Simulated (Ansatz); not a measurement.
CdS:

```
Cd S
1.0
     0.00000    2.75324    2.75324
     2.75324    0.00000    2.75324
     2.75324    2.75324    0.00000
Cd S
1 1
Direct
  0.00000 0.00000 0.00000
  0.50000 0.50000 0.50000
```

Measurements of this composition are mostly on another form, of space group No. 186.

- Program: Ansatz 0.2.0
- Task: relaxation of cell and atoms
- Functional: PBEsol
- Potentials or basis: Ansatz PAW
- Cutoff: 420 eV (not typed: the program's choice for these potentials)
- k mesh: 8 × 8 × 8
- Occupations: fermi-dirac, width 0.05 eV
- Spin: no spin polarisation

At the start: volume 20.87 Å³/atom.

Q: How do energy, volume and symmetry change on relaxing?

A: It ends after 5 steps and the volume is 19.66 Å³/atom (-5.8 %); space group Fm-3m (No. 225, to 0.05 Å).

Step by step:
```
step  energy change (eV)  largest force (eV/Å)  volume (Å³)
   1              0.0000                0.0000        41.74
   2             -0.0237                0.0000        37.99
   3             -0.0356                0.0000        39.46
   4             -0.0358                0.0000        39.31
   5             -0.0353                0.0000        39.31
```

Final structure:
```
Cd S
1.0
     0.00000    2.69877    2.69877
     2.69877    0.00000    2.69877
     2.69877    2.69877    0.00000
Cd S
1 1
Direct
  0.00000 0.00000 0.00000
  0.50000 0.50000 0.50000
```

Caveat: the plane-wave basis is chosen anew once the cell has moved, so the energies of steps on either side of that aren't comparable; the PAW data sets come from PBE, with cores solved anew for the run's functional, which leaves a small shift of forces and pressure.
